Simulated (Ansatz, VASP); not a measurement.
**Two plane-wave programs on Cr**

```
CELL_PARAMETERS angstrom
-1.45887 1.45887 1.45887
1.45887 -1.45887 1.45887
1.45887 1.45887 -1.45887
ATOMIC_POSITIONS crystal
Cr 0.00000 0.00000 0.00000
```

Alike in both runs: task relaxation of cell and atoms; functional PBEsol; k mesh 10 × 10 × 10; occupations gaussian, width 0.1 eV; no spin polarisation.

|  | VASP | Ansatz |
| --- | --- | --- |
| version | VASP 6.6.1 | Ansatz 0.2.0 |
| potentials or method | VASP PAW PBE potentials, release 64 (Cr_pv) | scalar-relativistic, plane waves, PAW |
| plane-wave cutoff (eV) | 600 | 420 |
| valence electrons in the cell | 12 | 14 |

```tsv
	VASP	Ansatz	Ansatz less VASP
gap on the k mesh at the Fermi level, each at its own relaxed structure (eV)	none	none	-
relaxed volume (Å³/atom)	11.15	11.16	+0.006
relaxed cell length with the largest relative difference (Å)	2.438	2.438	+0.0004
energy change over the relaxation (meV/atom)	-107	-102	+4.9
```

A gap of «none» marks a metal or a gap that the smearing closes. The two sets of potentials don't hold the same shells in valence.

Caveats: the PAW data sets were made with another functional, which shifts forces and pressure a little (VASP); the run has no spin polarisation, though such a crystal can be magnetic. Spin polarisation is off, so any magnetic state and its effect on volume and gap are missing.
